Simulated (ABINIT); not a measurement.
The system is SrO.

```
Sr O
1.0
     0.00000    2.56630    2.56630
     2.56630    0.00000    2.56630
     2.56630    2.56630    0.00000
Sr O
1 1
Direct
  0.50000 0.50000 0.50000
  0.00000 0.00000 0.00000
```

Base run:

```yaml
Program: ABINIT 10.8.3 (patched build)
Functional: PBE
Potentials_or_basis: JTH PAW PBE v2.0
Cutoff: 626 eV
k_mesh: 7 × 7 × 7
Occupations: fermi-dirac, width 0.05 eV
Spin: no spin polarisation
```

Its results: band gap on the k mesh 3.41 eV, indirect (least direct gap 3.49 eV); pressure 3.0 GPa.

Task: The run is repeated on the same cell with these changes: functional from PBE to r2SCAN; cutoff from 626 eV to 762 eV; fine-grid cutoff from 1224.51 eV to 1360.57 eV. What comes out?

Result: Band gap on the k mesh 3.89 eV, indirect (least direct gap 3.98 eV); pressure 1.1 GPa.

Caveats: an odd mesh through Γ misses points on the zone boundary, where band edges often lie; the PAW data sets were made with another functional, which shifts forces and pressure a little (some runs).
